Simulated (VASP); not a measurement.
# SnSe2 in VASP: relaxation of cell and atoms with PBE+D3(BJ)

Aim: the relaxation of cell and atoms of SnSe2 with PBE+D3(BJ).

Program: VASP 6.6.1. These are calculated values, not measurements. Logs are shortened: lines on timing, memory, paths and dates and some standing lists are left out, and cuts for length are marked.

**1. The structure**

The cell holds a sheet with vacuum, 3 atoms: a = 3.850 Å, b = 3.850 Å, c = 19.180 Å, α = 90.00°, β = 90.00°, γ = 120.00°.

The cell was built by a generator and needn't be a form met in nature.

**2. Relaxation of cell and atoms, PBE+D3(BJ)**

The input, INCAR:

```
SYSTEM = SnSe2
PREC     = Accurate       ! precision mode
ENCUT    = 600            ! plane-wave cutoff, eV
EDIFF    = 1E-6           ! SCF threshold, eV
ISMEAR   = 0              ! smearing method
SIGMA    = 0.03           ! smearing width, eV
LREAL    = .False.        ! projectors in reciprocal space
LASPH    = .True.         ! aspherical terms in the spheres
NELM     = 120            ! most SCF steps
ALGO     = Normal         ! electronic algorithm
ISIF     = 3              ! what is computed and relaxed
LWAVE    = .False.        ! write WAVECAR
LCHARG   = .False.        ! write CHGCAR
GGA      = PE             ! functional
IVDW     = 12             ! dispersion correction
IBRION   = 2              ! ionic algorithm
NSW      = 60             ! ionic steps
EDIFFG   = -0.005         ! ionic threshold
LATTICE_CONSTRAINTS= .TRUE. .TRUE. .FALSE.
KPAR     = 4
```

The input, KPOINTS:

```
regular mesh
0
Gamma
  12 12 1
  0 0 0
```

The input, POSCAR:

```
SnSe2
1.0
    3.8500000000      0.0000000000      0.0000000000
   -1.9250000000      3.3341978000      0.0000000000
    0.0000000000      0.0000000000     19.1800000000
Se Sn
2 1
Direct
    0.3333330000      0.6666670000      0.4171011500
    0.6666670000      0.3333330000      0.5828988500
    0.0000000000      0.0000000000      0.5000000000
```

Potentials or basis: VASP PAW PBE potentials, release 64 (Se, Sn_d).

Command:

```bash
cat potpaw_PBE.64/Se/POTCAR potpaw_PBE.64/Sn_d/POTCAR > POTCAR
mpirun -np 4 vasp_std > vasp.out
```

OUTCAR:

```text
SYSTEM = SnSe2
   PREC = Accurate
   ENCUT = 600
   EDIFF = 1E-6
   ISMEAR = 0
   LREAL = .False.
   LASPH = .True.
   NELM = 120
   ISIF = 3
   GGA = PE
   IVDW = 12
   IBRION = 2
   NSW = 60
   EDIFFG = -0.005
 IVDW          = 12

 ion  position               nearest neighbor table
   1  0.333  0.667  0.417-   3 2.73   3 2.73   3 2.73
   2  0.667  0.333  0.583-   3 2.73   3 2.73   3 2.73
   3  0.000  0.000  0.500-   1 2.73   2 2.73   1 2.73   2 2.73   2 2.73   1 2.73

  LATTYP: Found a hexagonal cell.
 ALAT       =     3.8500000000
 C/A-ratio  =     4.9818181818

  Lattice vectors:

 A1 = (   3.8500000000,   0.0000000000,   0.0000000000)
 A2 = (  -1.9250000000,   3.3341978000,   0.0000000000)
 A3 = (   0.0000000000,   0.0000000000,  19.1800000000)

Analysis of symmetry for initial positions (statically):
=====================================================================
 Subroutine PRICEL returns:
 Original cell was already a primitive cell.

 Routine SETGRP: Setting up the symmetry group for a
 hexagonal supercell.

 Subroutine GETGRP returns: Found 12 space group operations
 (whereof 12 operations were pure point group operations)
 out of a pool of 24 trial point group operations.

The static configuration has the point symmetry D_3d.

Analysis of symmetry for dynamics (positions and initial velocities):
=====================================================================
 Subroutine PRICEL returns:
 Original cell was already a primitive cell.

 Routine SETGRP: Setting up the symmetry group for a
 hexagonal supercell.

 Subroutine GETGRP returns: Found 12 space group operations
 (whereof 12 operations were pure point group operations)
 out of a pool of 24 trial point group operations.

The dynamic configuration has the point symmetry D_3d.

 Subroutine INISYM returns: Found 12 space group operations
 (whereof 12 operations are pure point group operations),
 and found     1 'primitive' translations

----------------------------------------------------------------------------------------

                                     Primitive cell

  volume of cell :     246.2072

  direct lattice vectors                    reciprocal lattice vectors
     3.850000000  0.000000000  0.000000000     0.259740260  0.149961109  0.000000000
    -1.925000000  3.334197800  0.000000000     0.000000000  0.299922218  0.000000000
     0.000000000  0.000000000 19.180000000     0.000000000  0.000000000  0.052137643

  length of vectors
     3.850000000  3.849999996 19.180000000     0.299922218  0.299922218  0.052137643

  position of ions in fractional coordinates (direct lattice)
     0.333333000  0.666667000  0.417101150
     0.666667000  0.333333000  0.582898850
     0.000000000  0.000000000  0.500000000

  ion indices of the primitive-cell ions
   primitive index   ion index
                 1           1
                 2           2
                 3           3

----------------------------------------------------------------------------------------

 KPOINTS: regular mesh

Automatic generation of k-mesh.
 Grid dimensions read from file:
 generate k-points for:   12   12    1

 Generating k-lattice:

  Cartesian coordinates                     Fractional coordinates (reciprocal lattice)
     0.021645022  0.012496759  0.000000000     0.083333333 -0.000000000  0.000000000
     0.000000000  0.024993518  0.000000000     0.000000000  0.083333333  0.000000000
     0.000000000  0.000000000  0.052137643     0.000000000  0.000000000  1.000000000

  Length of vectors
     0.024993518  0.024993518  0.052137643

  Shift w.r.t. Gamma in fractional coordinates (k-lattice)
     0.000000000  0.000000000  0.000000000

 Subroutine IBZKPT returns following result:
 ===========================================

 Found     19 irreducible k-points:

 Following reciprocal coordinates:
            Coordinates               Weight
  0.000000  0.000000  0.000000      1.000000
  0.083333  0.000000  0.000000      6.000000
  0.166667  0.000000  0.000000      6.000000
  0.250000  0.000000  0.000000      6.000000
  0.333333  0.000000  0.000000      6.000000
  0.416667  0.000000  0.000000      6.000000
[... 11 lines left out ...]
  0.333333  0.250000  0.000000     12.000000
  0.333333  0.333333  0.000000      2.000000
   k-points           NKPTS =     19   k-points in BZ     NKDIM =     19   number of bands    NBANDS=     17
   number of dos      NEDOS =    301   number of ions     NIONS =      3
   total plane-waves  NPLWV = 163840
   dimension x,y,z NGX =    32 NGY =   32 NGZ =  160
   dimension x,y,z NGXF=    64 NGYF=   64 NGZF=  320
   ions per type =               2   1
   NGX,Y,Z   is equivalent  to a cutoff of  13.82, 13.82, 13.87 a.u.
   NGXF,Y,Z  is equivalent  to a cutoff of  27.64, 27.64, 27.74 a.u.
 SYSTEM =  SnSe2
   PREC   = accura    normal or accurate (medium, high low for compatibility)
   ISTART =      0    job   : 0-new  1-cont  2-samecut
   ICHARG =      2    charge: 1-file 2-atom 10-const
   ISPIN  =      1    spin polarized calculation?
   LNONCOLLINEAR =      F non collinear calculations
   LSORBIT =      F    spin-orbit coupling
   LASPH  =      T    aspherical Exc in radial PAW
   ENCUT  =  600.0 eV  44.10 Ry    6.64 a.u.   7.69  7.69 38.31*2*pi/ulx,y,z
   NELM   =    120;   NELMIN=  2; NELMDL= -5     # of ELM steps
   EDIFF  = 0.1E-05   stopping-criterion for ELM
   LREAL  =      F    real-space projection
   EDIFFG = -.5E-02   stopping-criterion for IOM
   NSW    =     60    number of steps for IOM
   IBRION =      2    ionic relax: 0-MD 1-quasi-New 2-CG
   NFREE  =      1    steps in history (QN), initial steepest desc. (CG)
   ISIF   =      3    stress and relaxation
   ISYM   =      2    0-nonsym 1-usesym 2-fastsym
   POTIM  = 0.5000    time-step for ionic-motion
   TEBEG  =    0.0;   TEEND  =   0.0 temperature during run
   PSTRESS=    0.0 pullay stress
   NELECT =      26.0000    total number of electrons
   NUPDOWN=      -1.0000    fix difference up-down
   EMIN   =  10.00;   EMAX   =-10.00  energy-range for DOS
   EFERMI =   0.00;   METHOD = LEGACY
   ISMEAR =     0;   SIGMA  =   0.03  broadening in eV -4-tet -1-fermi 0-gaus
   EFERMI_NEDOS =   21; number of points for ismear=-14 and -15
   IALGO  =     38    algorithm
   IMIX   =      4    mixing-type and parameters
     AMIX     =   0.40;   BMIX     =  1.00
     AMIX_MAG =   1.60;   BMIX_MAG =  1.00
  volume/ion in A,a.u.               =      82.07       553.83
  Fermi-wavevector in a.u.,A,eV,Ry     =   0.773807  1.462282  8.146849  0.598777
  Thomas-Fermi vector in A             =   1.875729
   LORBIT       =      0    0 simple, 1 ext, 2 COOP (PROOUT), +10 PAW based schemes
   GGA     = PE    functional components
   LHFCALC =     F    Hartree Fock is set to
   AEXX    =    0.0000 exact exchange contribution
   IVDW    =    12    specifies the selected vdW correction
   LEPSILON=     F    determine dielectric tensor
   LRPA    =     F    only Hartree local field effects (RPA)
 conjugate gradient relaxation of ions
 non-spin polarized calculation
 Gauss-broadening in eV      SIGMA  =   0.03
  energy-cutoff  :      600.00
  volume of cell :      246.21
 maximum number of plane-waves:      8267
 NGX is ok and might be reduce to    32
   NGX = 15   NGY = 15   NGZ = 77

--------------------------------------- Ionic step        1  -------------------------------------------

 number of electron      25.9999998 magnetization

 Free energy of the ion-electron system (eV)
  ---------------------------------------------------
  ext. energy  EPLUGINS =         0.00000000
  ---------------------------------------------------
  free energy    TOTEN  =       -11.86084074 eV

  energy without entropy =      -11.86084074  energy(sigma->0) =      -11.86084074

------------------------ aborting loop because EDIFF is reached ----------------------------------------

 Edisp (eV)   -0.74963

 E8    (eV) :    -0.3495

  FORCE on cell =-STRESS in cart. coord.  units (eV):
  Direction    XX          YY          ZZ          XY          YZ          ZX
  --------------------------------------------------------------------------------------
  -------------------------------------------------------------------------------------
  Total      -0.35250    -0.35250     0.10348    -0.00000     0.00000     0.00000
  in kB      -2.29385    -2.29385     0.67339    -0.00000     0.00000     0.00000
  external pressure =       -1.30 kB  Pullay stress =        0.00 kB

 VOLUME and BASIS-vectors are now :
 -----------------------------------------------------------------------------
  energy-cutoff  :      600.00
  volume of cell :      246.21
      direct lattice vectors                 reciprocal lattice vectors
     3.850000000  0.000000000  0.000000000     0.259740260  0.149961109  0.000000000
    -1.925000000  3.334197800  0.000000000     0.000000000  0.299922218  0.000000000
     0.000000000  0.000000000 19.180000000     0.000000000  0.000000000  0.052137643
[... 165 lines left out ...]
 POSITION                                       TOTAL-FORCE (eV/Angst)
 -----------------------------------------------------------------------------------
     -0.00000      2.20768      7.98622         0.000000      0.000000      0.014824
      1.91190      1.10384     11.19378         0.000000     -0.000000     -0.014824
      0.00000      0.00000      9.59000        -0.000000      0.000000     -0.000000
 -----------------------------------------------------------------------------------
    total drift:                               -0.000000     -0.000000      0.000000

  FREE ENERGIE OF THE ION-ELECTRON SYSTEM (eV)
  ---------------------------------------------------
  free  energy   TOTEN  =       -12.6131799774 eV

  energy  without entropy=      -12.6131799774  energy(sigma->0) =      -12.61317998

--------------------------------------- Ionic step        6  -------------------------------------------

 number of electron      26.0000002 magnetization

 Free energy of the ion-electron system (eV)
  ---------------------------------------------------
  ext. energy  EPLUGINS =         0.00000000
  ---------------------------------------------------
  free energy    TOTEN  =       -11.85496409 eV

  energy without entropy =      -11.85496409  energy(sigma->0) =      -11.85496409

 E-fermi :  -2.6284     XC(G=0):  -3.5890

 val. band max:       -2.7761883464   @ k =   0.0833   0.0000   0.0000
 cond. band min:      -2.0049318042   @ k =   0.5000   0.0000   0.0000
 fundamental gap:      0.7712565422
 Fermi energy:        -2.6283637416

 k-point     1 :       0.0000    0.0000    0.0000
  band No.  band energies     occupation
      1     -23.9352      2.00000
      2     -23.9352      2.00000
      3     -23.8959      2.00000
      4     -23.8865      2.00000
      5     -23.8865      2.00000
      6     -16.2736      2.00000
[... 9 lines left out ...]
     16       1.8543      0.00000
     17       1.8543      0.00000
[... 384 lines left out ...]
 POSITION                                       TOTAL-FORCE (eV/Angst)
 -----------------------------------------------------------------------------------
     -0.00000      2.20822      7.98817        -0.000000      0.000000     -0.000846
      1.91238      1.10411     11.19183         0.000000     -0.000000      0.000846
      0.00000      0.00000      9.59000         0.000000      0.000000      0.000000
 -----------------------------------------------------------------------------------
    total drift:                                0.000000      0.000000      0.000000

  FREE ENERGIE OF THE ION-ELECTRON SYSTEM (eV)
  ---------------------------------------------------
  free  energy   TOTEN  =       -12.6132125571 eV

  energy  without entropy=      -12.6132125571  energy(sigma->0) =      -12.61321256

 reached required accuracy - stopping structural energy minimisation
```

It took 1.9 min on 4 MPI ranks of Intel Xeon Platinum 8488C (Sapphire Rapids), shared host; peak memory 0.51 GiB.

What came out:

```
Free energy                            : -12.6132 eV
Relaxed volume                         : 81.00 Å³/atom
Relaxed cell                           : a = 3.825 Å, b = 3.825 Å, c = 19.180 Å, α = 90.00°, β = 90.00°, γ = 120.00°
Space group after relaxing (to 0.05 Å) : P-3m1 (No. 164)
Energy gained by relaxing              : 0.9 meV/atom
Ionic steps                            : 6
Band gap on the k mesh                 : 0.77 eV, indirect (least direct gap 1.11 eV)
Dispersion energy per atom             : -0.253 eV
```

Step by step:
| step | energy change (eV) | largest force (eV/Å) | pressure (GPa) | volume (Å³) |
| --- | --- | --- | --- | --- |
| 1 | 0.0000 | 0.0359 | -0.13 | 246.21 |
| 2 | -0.0019 | 0.0876 | 0.08 | 243.42 |
| 3 | -0.0019 | 0.0839 | 0.07 | 243.62 |
| 4 | -0.0025 | 0.0491 | 0.04 | 243.35 |
| 5 | -0.0027 | 0.0148 | -0.01 | 242.87 |
| 6 | -0.0027 | 0.0008 | 0.00 | 242.99 |

Final structure:
```yaml
crystal:
  lattice:
    - [3.82475, 0.00000, 0.00000]
    - [-1.91237, 3.31233, 0.00000]
    - [0.00000, 0.00000, 19.18000]
  atoms:
    - { symbol: Se, position: [0.33333, 0.66667, 0.41648] }
    - { symbol: Se, position: [0.66667, 0.33333, 0.58352] }
    - { symbol: Sn, position: [0.00000, 0.00000, 0.50000] }
```

Levels at points of the mesh, in eV from the valence-band top:
```csv
k point,band 11,band 12,band 13,band 14,band 15,band 16
"(0.00, 0.00, 0.00)",-0.45,-0.06,-0.06,1.60,3.13,4.63
"(0.50, 0.00, 0.00)",-2.19,-0.76,-0.34,0.77,4.08,5.33
```

Caveat: spin-orbit coupling is left out, which moves the levels of the heavy elements.
